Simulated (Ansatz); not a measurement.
# P (Cmce) in Ansatz: further runs

One crystal, P, is run at these levels: PBE; tasks: band structure, single point, equation of state.

All numbers are computed with Ansatz 0.2.0; they aren't measurements. Logs are shortened: lines on timing, memory, paths and dates and some standing lists are left out, and cuts for length are marked.

**1. The structure**

The structure is orthorhombic, space group Cmce (No. 64). The conventional cell has a = 3.295 Å, b = 10.930 Å, c = 4.544 Å, α = 90.00°, β = 90.00°, γ = 90.00°. P (site symmetry m) has 3 P at 2.20 to 2.25 Å as nearest neighbours.

**2. Band structure, PBE**

Input file input.yaml:

```yaml
crystal:
  lattice:
    - [1.6477431241, -5.4650377251, 0.0]
    - [1.6477431241, 5.4650377251, 0.0]
    - [0.0, 0.0, 4.54363559]
  atoms:
    - { symbol: P, position: [0.90414313, 0.09585687, 0.58881517] }
    - { symbol: P, position: [0.09585687, 0.90414313, 0.41118483] }
    - { symbol: P, position: [0.59585687, 0.40414313, 0.08881517] }
    - { symbol: P, position: [0.40414313, 0.59585687, 0.91118483] }
hamiltonian:
  xc: pbe
  pseudopotentials: { kind: paw, core: large }
kpoints:
  mp_grid: { grid: [8, 8, 6] }
  band_path:
    path:
      - [[0.0, 0.0, 0.0], [0.2727265073, 0.2727265073, 0.0], [0.0, 0.5, 0.0], [0.0, 0.5, 0.5], [0.2727265073, 0.2727265073, 0.5], [0.0, 0.0, 0.5], [0.0, 0.0, 0.0], [-0.5, 0.5, 0.0], [-0.2727265073, 0.7272734927, 0.0], [-0.2727265073, 0.7272734927, 0.5], [-0.5, 0.5, 0.5], [-0.5, 0.5, 0.0]]
      - [[0.0, 0.0, 0.5], [-0.5, 0.5, 0.5]]
    npoints: 14
scf:
  occupations: { method: fermi_dirac, width: 0.05 }
  n_extra_bands: 10
output:
  forces: true
  stress: true
  eigenvalues: true
  fatbands: false
  write_density: true
  write_potential: true
  elf: true
  volumetric_format: npy
```

Potentials or basis: Ansatz PAW.

The run is started by

```console
ansatz run input.yaml --threads 2 --pin off --max-ram 5120MiB --backend cpu --events-out ev --progress --plain --runs-dir out
```

Output:

```text
Warning: RAYON_NUM_THREADS=2 ignored (pool sized by the plan → 2); use --threads N
scf.n_extra_bands = 10 over 10 filled bands (N_el = 20.0): the run solves 20 bands
Engine: ansatz 0.2.0, x86_64-unknown-linux-gnu
Pseudopotentials: kind: paw
Pseudopotential: P, paw, valence charge 5, recommended cutoff 420 eV (normal), P.paw.azcp
Functional definition: PBE
  parameter kappa = 0.804
  parameter beta = 0.06672455060314922
  exchange = pbe_x(kappa = kappa, mu = beta*pi^2/3)
  correlation = pbe_c(beta = beta)
Crystal: 4 atoms, lattice volume = 81.831 Å³
Basis set: ecut = 420 eV, 1649 PW (Γ), exchange–correlation on 80×80×64 points (8 copies of the dense FFT grid, shifted against one another)
Bands: 20, of which v1, the nominal top of the filled ones, is band 10 counted from 1 (9 counted from 0)
Symmetry: 8 space group operations
Space group: Cmce (ITA 64), of the structure as read, at distance tolerance 4.3e-5 Å
k-points: 84 of 384
Non-local potential: P, projectors of the file, l = 0: 2, l = 1: 2, l = 2: 2
PAW form: soft (Blöchl's): semilocal exchange-correlation on the pseudo side does not see the compensation charge
PAW one-centre angular grid: P, 110 points (default); XC on 64 Gauss nodes
Initial density: superposition of atomic densities (neutral atoms: chi_scale 0, normalization atom), corrected by the library's trained network
Initial wavefunctions: pseudopotential atomic-orbital guess
Functional: x = pbe(κ = 0.804, μ = 0.2195149727645171), c = pbe(β = 0.06672455060314922)
SCF iter   1: F=—  HF=-3022.675817 eV  |F-HF|=—  |Δ(HF+E_count)|=         —  Δρ=2.05e-3  dr2=2.80e-3  ethr=1.77e-3  ⟨swp⟩=6.9  Hψ=11116  notcnv=0  defer=29
preconditioner: auto → Kerker (q_TF=auto, 2.157 Å⁻¹)  [metal: Δε(μ)=0.094 eV  Ē_g=11.348 eV  σ=0.050 eV  W_gap=0.44  n_scr=12 (ndim 8)  ℏωp=18.4 eV  f_vac=0.000  D(μ)=0.05/eV (n_scr^D=0)]
SCF iter   2: F=—  HF=-3022.674845 eV  |F-HF|=—  |Δ(HF+E_count)|=   9.73e-4  Δρ=1.07e-3  dr2=5.86e-4  ethr=1.40e-5  ⟨swp⟩=2.9  Hψ=3488  notcnv=0  defer=185
SCF iter   3: F=—  HF=-3022.674930 eV  |F-HF|=—  |Δ(HF+E_count)|=   8.58e-5  Δρ=3.18e-4  dr2=6.47e-5  ethr=2.93e-6  ⟨swp⟩=2.7  Hψ=2085  notcnv=0  defer=185
SCF iter   4: F=—  HF=-3022.674959 eV  |F-HF|=—  |Δ(HF+E_count)|=   2.84e-5  Δρ=7.55e-5  dr2=7.92e-6  ethr=3.24e-7  ⟨swp⟩=2.6  Hψ=2258  notcnv=0  defer=185
SCF iter   5: F=—  HF=-3022.674959 eV  |F-HF|=—  |Δ(HF+E_count)|=   6.62e-8  Δρ=1.31e-5  dr2=3.30e-7  ethr=3.96e-8  ⟨swp⟩=2.5  Hψ=2154  notcnv=0  defer=185
SCF iter   6: F=-3022.674959 eV  HF=-3022.674959 eV  |F-HF|=1.19e-8  |Δ(HF+E_count)|=   4.33e-8  Δρ=3.12e-6  dr2=2.95e-8  ethr=5.00e-10  ⟨swp⟩=16.4  Hψ=13465  notcnv=0
SCF 1 converged in 6 iterations: F = -3022.674959 eV  dr2 = 2.95e-8
NSCF: frozen V_eff on 170 k-points
SCF converged after 6 iterations
Free energy (F): -3022.674959 eV
Harris-Foulkes:  -3022.674959 eV  (|F-HF|=1.19e-8)
Internal energy: -3022.674523 eV  (E = F + TS)
E sigma→0 (E₀):  -3022.674741 eV
Entropy (-TS):   -0.000436 eV (-0.109 meV/atom)
Fermi energy:    6.918486 eV
--- Per-component energies (eV) ---
  E_band       = 0.158799
  E_kinetic    = 280.649225
  E_local      = -342.544311  (includes V_loc(G=0)·N_el)
  E_nonlocal   = 135.755032
  E_hartree    = 99.243773
  E_xc         = -245.228749
  E_vxc        = -242.045930  (∫ρ·V_xc dr)
  E_paw        = -2277.361610  (= ΣΔE_a)
  E_vpaw       = -30.145166  (= ΣTr[D̂ρ^β])
  E_aug_tail   = 0.000013  (compensation charges beyond the density's cutoff)
  E_ewald      = -673.187896
  E_smearing   = -0.000436  (= −TS)
  E_closure    = 0.000000  (closes the sum)
  Σ components = -3022.674959   (vs F -3022.674959, Δ=0.00e0)
--- Forces (eV/Å), atoms counted from 1 ---
  atom   1  P      0.00000000     0.17029720    -0.29177383
  atom   2  P     -0.00000000    -0.17029720     0.29177383
  atom   3  P      0.00000000    -0.17029720    -0.29177383
  atom   4  P     -0.00000000     0.17029720     0.29177383
  max |Σ_I F_I| component: 2.78e-17 eV/Å
--- Stress (GPa, compression-positive) ---
        1.832900      -0.000000      -0.000000
       -0.000000       1.976795      -0.000000
       -0.000000      -0.000000       2.204830
  P = ⅓ Tr σ = 2.0048 GPa (20.048 kbar)
--- Band table (eV; the first three rows and the last of 84) ---
  k-point 0: bands = ["-8.9872", "-6.2416", "-2.9577", "0.0725", "1.9137", "1.9621", "2.7648", "4.0654", "4.2593", "5.6438", "7.4129", "7.8403", "8.7161", "9.6528", "12.2221", "13.0707", "13.6998", "14.1881", "14.3868", "14.9589"]
  k-point 1: bands = ["-8.8457", "-6.4737", "-2.9325", "-0.2065", "1.5940", "2.5110", "2.8682", "4.1817", "4.7612", "4.8703", "7.8776", "8.4881", "8.4938", "9.5116", "11.5214", "12.2790", "14.0455", "14.4222", "14.8718", "15.1170"]
  k-point 2: bands = ["-8.4351", "-7.0788", "-2.6565", "-1.0750", "1.7506", "3.1556", "3.4975", "3.8071", "3.9358", "5.7841", "8.0754", "8.2136", "9.4163", "9.9665", "10.4864", "11.8663", "13.1822", "13.5484", "15.2538", "15.6543"]
  k-point 83: bands = ["-7.7488", "-7.7488", "-2.4974", "-2.4974", "3.5286", "3.5286", "4.0645", "4.0645", "4.8711", "4.8711", "8.2341", "8.2341", "9.4158", "9.4158", "9.9732", "9.9732", "12.5605", "12.5605", "14.9660", "14.9660"]
```

bands.tsv:

```text
# k_distance	band_0	band_1	band_2	band_3	band_4	band_5	band_6	band_7	band_8	band_9	band_10	band_11	band_12	band_13	band_14	band_15	band_16	band_17	band_18	band_19
# fermi_ev = 6.918486
# lock_threshold_ev = 1e-6
[... 187 lines left out ...]
8.246912	-14.670230	-14.670230	-9.394332	-9.394332	-3.388658	-3.388658	-2.974263	-2.974263	-1.998551	-1.998551	1.324354	1.324354	2.583901	2.583901	3.041875	3.041875	5.663882	5.663882	8.025472	8.025472
8.287973	-14.668020	-14.668020	-9.410432	-9.410432	-3.389566	-3.389566	-2.886003	-2.886003	-2.033557	-2.033557	1.318026	1.318026	2.519092	2.519092	3.051456	3.051456	5.647596	5.647596	8.041569	8.041569
8.329034	-14.667269	-14.667269	-9.415858	-9.415858	-3.389874	-3.389874	-2.853964	-2.853964	-2.047371	-2.047371	1.315612	1.315612	2.497285	2.497285	3.054714	3.054714	5.641981	5.641981	8.047516	8.047516
```

rho_z.tsv:

```text
# z_ang	rho[e/angstrom^3]
# format = ansatz-planar-average/11
# lattice	1.647743124	-5.465037725	0.000000000
# lattice	1.647743124	5.465037725	0.000000000
# lattice	0.000000000	0.000000000	4.543635590
# sites	4
# site	15	1.647743124	-4.417314904	2.675361562
# site	15	1.647743124	4.417314904	1.868274028
# site	15	1.647743124	-1.047722822	0.403543767
# site	15	1.647743124	1.047722822	4.140091823
0.000000	2.894525e-1
0.141989	2.821381e-1
0.283977	2.643593e-1
0.425966	2.448975e-1
0.567954	2.310307e-1
0.709943	2.251511e-1
[... 24 lines left out ...]
4.259658	2.643593e-1
4.401647	2.821381e-1
```

It took 21 s on 2 threads of Intel Xeon at 2.50GHz (Skylake/Cascade Lake), shared host; peak memory 0.47 GiB.

Results:

```yaml
Free_energy: -3022.6750 eV
Pressure: 2.0 GPa
Largest_force: 0.338 eV/Å
Band_gap_on_the_k_mesh: 0.10 eV, direct
Band_gap_along_the_path: 0.10 eV, direct
```

Forces in eV/Å, atoms in the order of the input:
```
P    0.000  0.170 -0.292
P    0.000 -0.170  0.292
P    0.000 -0.170 -0.292
P    0.000  0.170  0.292
```

Levels at the corners of the path, in eV from the valence-band top:
```
point  band 7  band 8  band 9  band 10  band 11  band 12  band 13  band 14
    Γ   -4.11   -2.81   -2.61    -1.23     0.54     0.97     1.84     2.78
    X   -3.67   -3.41   -2.67    -2.46     0.65     0.79     1.26     1.93
    S   -3.40   -3.40   -2.66    -2.66     0.63     0.63     1.45     1.45
    R   -5.32   -5.32   -1.82    -1.82     1.62     1.62     3.38     3.38
    A   -4.81   -4.81   -1.74    -1.74     1.71     1.71     3.25     3.25
    Z   -3.32   -3.32   -1.69    -1.69     1.39     1.39     2.86     2.86
    Γ   -4.11   -2.81   -2.61    -1.23     0.54     0.97     1.84     2.78
    Y   -4.20   -2.46   -1.60     0.00     0.10     0.74     2.06     2.67
   X1   -3.67   -3.41   -2.67    -2.46     0.65     0.79     1.26     1.93
   A1   -4.81   -4.81   -1.74    -1.74     1.71     1.71     3.25     3.25
    T   -2.81   -2.81   -2.00    -2.00     1.36     1.36     2.54     2.54
    Y   -4.20   -2.46   -1.60     0.00     0.10     0.74     2.06     2.67
    Z   -3.32   -3.32   -1.69    -1.69     1.39     1.39     2.86     2.86
    T   -2.81   -2.81   -2.00    -2.00     1.36     1.36     2.54     2.54
```

PBE gaps usually lie below the measured ones, often by a third to a half.

**3. Single point, PBE, 19.23 Å³/atom (volume scaled by 0.94)**

Input file input.yaml:

```yaml
crystal:
  lattice:
    - [1.6141062751, -5.3534750391, 0.0]
    - [1.6141062751, 5.3534750391, 0.0]
    - [0.0, 0.0, 4.450882307]
  atoms:
    - { symbol: P, position: [0.90414313, 0.09585687, 0.58881517] }
    - { symbol: P, position: [0.09585687, 0.90414313, 0.41118483] }
    - { symbol: P, position: [0.59585687, 0.40414313, 0.08881517] }
    - { symbol: P, position: [0.40414313, 0.59585687, 0.91118483] }
hamiltonian:
  xc: pbe
  pseudopotentials: { kind: nc, accuracy: stringent }
kpoints:
  mp_grid: { grid: [8, 8, 6] }
scf:
  occupations: { method: fermi_dirac, width: 0.05 }
output:
  forces: true
  stress: true
  eigenvalues: true
```

Potentials or basis: PseudoDojo stringent (PBE files).

The run is started by

```console
ansatz run input.yaml --threads 2 --pin off --max-ram 5120MiB --backend cpu --events-out ev --progress --plain --runs-dir out
```

Run time: 13 s. Hardware: 2 threads of Intel Xeon at 2.50GHz (Skylake/Cascade Lake), shared host; peak memory 0.42 GiB.

It converged, with:

* Free energy: -753.5513 eV
* Pressure: 7.6 GPa
* Largest force: 0.926 eV/Å
* Band gap on the k mesh: none (metal or under the smearing width)

**4. Single point, PBE, 19.64 Å³/atom (volume scaled by 0.96)**

Changes to input.yaml since step 3:

```diff
@@ -2,5 +2,5 @@
   lattice:
-    - [1.6141062751, -5.3534750391, 0.0]
-    - [1.6141062751, 5.3534750391, 0.0]
-    - [0.0, 0.0, 4.450882307]
+    - [1.6254735952, -5.3911768097, 0.0]
+    - [1.6254735952, 5.3911768097, 0.0]
+    - [0.0, 0.0, 4.4822275814]
   atoms:
@@ -21 +21,5 @@
   eigenvalues: true
+  write_density: true
+  write_potential: true
+  elf: true
+  volumetric_format: npy
```

The run is started by

```console
ansatz run input.yaml --threads 2 --pin off --max-ram 5120MiB --backend cpu --events-out ev --progress --plain --runs-dir out
```

It took 17 s on 2 threads of Intel Xeon at 2.50GHz (Skylake/Cascade Lake), shared host; peak memory 0.43 GiB.

The run converged. Its results:

```
Free energy            : -753.6180 eV
Pressure               : 5.5 GPa
Largest force          : 0.718 eV/Å
Band gap on the k mesh : 0.04 eV, direct
```

**5. Single point, PBE, 20.05 Å³/atom (volume scaled by 0.98)**

Changes to input.yaml since step 4:

```diff
@@ -2,5 +2,5 @@
   lattice:
-    - [1.6254735952, -5.3911768097, 0.0]
-    - [1.6254735952, 5.3911768097, 0.0]
-    - [0.0, 0.0, 4.4822275814]
+    - [1.6366841122, -5.4283585144, 0.0]
+    - [1.6366841122, 5.4283585144, 0.0]
+    - [0.0, 0.0, 4.5131404726]
   atoms:
@@ -21,5 +21 @@
   eigenvalues: true
-  write_density: true
-  write_potential: true
-  elf: true
-  volumetric_format: npy
```

The run is started by

```console
ansatz run input.yaml --threads 2 --pin off --max-ram 5120MiB --backend cpu --events-out ev --progress --plain --runs-dir out
```

Run time: 14 s. Hardware: 2 threads of Intel Xeon at 2.50GHz (Skylake/Cascade Lake), shared host; peak memory 0.44 GiB.

Results (log left out):

```
Free energy            : -753.6650 eV
Pressure               : 3.7 GPa
Largest force          : 0.526 eV/Å
Band gap on the k mesh : 0.06 eV, direct
```

**6. Single point, PBE, 20.46 Å³/atom**

Changes to input.yaml since step 5:

```diff
@@ -2,5 +2,5 @@
   lattice:
-    - [1.6366841122, -5.4283585144, 0.0]
-    - [1.6366841122, 5.4283585144, 0.0]
-    - [0.0, 0.0, 4.5131404726]
+    - [1.6477431241, -5.4650377251, 0.0]
+    - [1.6477431241, 5.4650377251, 0.0]
+    - [0.0, 0.0, 4.54363559]
   atoms:
@@ -21 +21,5 @@
   eigenvalues: true
+  write_density: true
+  write_potential: true
+  elf: true
+  volumetric_format: npy
```

Potentials or basis: PseudoDojo stringent (PBE files).

The run is started by

```console
ansatz run input.yaml --threads 2 --pin off --max-ram 5120MiB --backend cpu --events-out ev --progress --plain --runs-dir out
```

Run time: 18 s. Hardware: 2 threads of Intel Xeon at 2.50GHz (Skylake/Cascade Lake), shared host; peak memory 0.45 GiB.

It converged, with:

- Free energy: -753.6944 eV
- Pressure: 2.1 GPa
- Largest force: 0.352 eV/Å
- Band gap on the k mesh: 0.09 eV, direct

**7. Single point, PBE, 20.87 Å³/atom (volume scaled by 1.02)**

Changes to input.yaml since step 6:

```diff
@@ -2,5 +2,5 @@
   lattice:
-    - [1.6477431241, -5.4650377251, 0.0]
-    - [1.6477431241, 5.4650377251, 0.0]
-    - [0.0, 0.0, 4.54363559]
+    - [1.6586556482, -5.5012310827, 0.0]
+    - [1.6586556482, 5.5012310827, 0.0]
+    - [0.0, 0.0, 4.5737267689]
   atoms:
```

The run is started by

```console
ansatz run input.yaml --threads 2 --pin off --max-ram 5120MiB --backend cpu --events-out ev --progress --plain --runs-dir out
```

Wall time 17 s (2 threads of Intel Xeon at 2.50GHz (Skylake/Cascade Lake), shared host); peak memory 0.45 GiB.

The run converged. Its results:

```yaml
Free_energy: -753.7079 eV
Pressure: 0.6 GPa
Largest_force: 0.202 eV/Å
Band_gap_on_the_k_mesh: 0.13 eV, direct
```

**8. Single point, PBE, 21.28 Å³/atom (volume scaled by 1.04)**

Changes to input.yaml since step 7:

```diff
@@ -2,5 +2,5 @@
   lattice:
-    - [1.6586556482, -5.5012310827, 0.0]
-    - [1.6586556482, 5.5012310827, 0.0]
-    - [0.0, 0.0, 4.5737267689]
+    - [1.6694264413, -5.5369543634, 0.0]
+    - [1.6694264413, 5.5369543634, 0.0]
+    - [0.0, 0.0, 4.6034271255]
   atoms:
```

The run is started by

```console
ansatz run input.yaml --threads 2 --pin off --max-ram 5120MiB --backend cpu --events-out ev --progress --plain --runs-dir out
```

Wall time 18 s (2 threads of Intel Xeon at 2.50GHz (Skylake/Cascade Lake), shared host); peak memory 0.46 GiB.

It converged, with:

| Property | Result |
| --- | --- |
| Free energy | -753.7070 eV |
| Pressure | -0.7 GPa |
| Largest force | 0.118 eV/Å |
| Band gap on the k mesh | 0.17 eV, direct |

**9. Single point, PBE, 21.69 Å³/atom (volume scaled by 1.06)**

Changes to input.yaml since step 8:

```diff
@@ -2,5 +2,5 @@
   lattice:
-    - [1.6694264413, -5.5369543634, 0.0]
-    - [1.6694264413, 5.5369543634, 0.0]
-    - [0.0, 0.0, 4.6034271255]
+    - [1.6800600174, -5.5722225395, 0.0]
+    - [1.6800600174, 5.5722225395, 0.0]
+    - [0.0, 0.0, 4.632749108]
   atoms:
@@ -21,5 +21 @@
   eigenvalues: true
-  write_density: true
-  write_potential: true
-  elf: true
-  volumetric_format: npy
```

Potentials or basis: PseudoDojo stringent (PBE files).

The run is started by

```console
ansatz run input.yaml --threads 2 --pin off --max-ram 5120MiB --backend cpu --events-out ev --progress --plain --runs-dir out
```

It took 13 s on 2 threads of Intel Xeon at 2.50GHz (Skylake/Cascade Lake), shared host; peak memory 0.45 GiB.

Results (log left out):

| Property | Result |
| --- | --- |
| Free energy | -753.6932 eV |
| Pressure | -1.9 GPa |
| Largest force | 0.182 eV/Å |
| Band gap on the k mesh | 0.21 eV, direct |

**10. Equation of state, PBE**

Potentials or basis: PseudoDojo stringent.

No new run: the results of the series are fitted here.

Results:

| Property | Result |
| --- | --- |
| Equilibrium volume | 21.04 Å³/atom |
| Bulk modulus at fixed shape and positions | 69 GPa |
| Pressure derivative of the bulk modulus | 4.3 |

Energy against volume, from the lowest point:
```csv
volume (Å³/atom),energy (meV/atom)
19.230,39.15
19.639,22.48
20.049,10.72
20.458,3.37
20.867,0.00
21.276,0.22
21.685,3.67
```

Caveat: the cell was scaled at fixed shape and fractional positions, which overstates the stiffness of a crystal with free parameters, most of all of layers and chains.
